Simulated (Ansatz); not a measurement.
## Slab of diamond Sn (111), 4 layers

The slab is cut from the diamond crystal, which needn't be the stable phase, as relaxed on PAW files (36.86 Å³/atom), with 16 Å of vacuum and a dipole correction:

```xyz
4
Lattice="4.7065 0.0000 0.0000 -2.3532 4.0759 0.0000 0.0000 0.0000 20.8035" Properties=species:S:1:pos:R:3 pbc="T T T"
Sn    0.0000    1.3586    8.0000
Sn    0.0000    4.0759    8.9607
Sn    0.0000    4.0759   11.8428
Sn    2.3532    2.7173   12.8035
```

Level of theory: DFT with PBE, scalar-relativistic, in Ansatz 0.2.0; a Γ-centred 6×6×1 k mesh, Fermi–Dirac smearing of 0.02 eV, no spin polarisation. LAPW: all electrons, basis error target 1 meV/atom; PAW: frozen-core files, cutoff 420 eV.

The bulk energy comes from a cell in the slab's orientation on a 6×6×3 mesh. The surface energy is (E(slab) − N·E(bulk))/2A at zero smearing, the mean of both faces; thin slabs carry quantum-size effects.

Spin–orbit coupling is left out, which matters for the heavy atoms. Real surfaces of this kind reconstruct, which a 1×1 cell forbids.

As cut, the LAPW slab lies 1.280 eV above 4 atoms of bulk. What surface energy is that?

Over two faces of 19.18 Å² it is 33.4 meV/Å², and times 16.02 J/m² per eV/Å² that gives γ = 0.534 J/m².

| method | γ as cut (J/m²) | γ relaxed (J/m²) | Φ as cut (eV) | Φ relaxed (eV) |
| --- | --- | --- | --- | --- |
| LAPW | 0.534 | 0.528 | 4.27 | 4.30 |
| PAW | 0.535 | 0.528 | 4.27 | 4.30 |

How do the spacings between the planes relax?

From the bottom face up: d12 -3.0 % of 0.961 Å, d23 +3.7 % of 2.882 Å, d34 -3.0 % of 0.961 Å.

What changes if the vacuum is set to 7 Å?

LAPW then gives: no gap, work function 4.18 eV; PAW: no gap, work function 4.14 eV. The program warns that the vacuum is too thin.
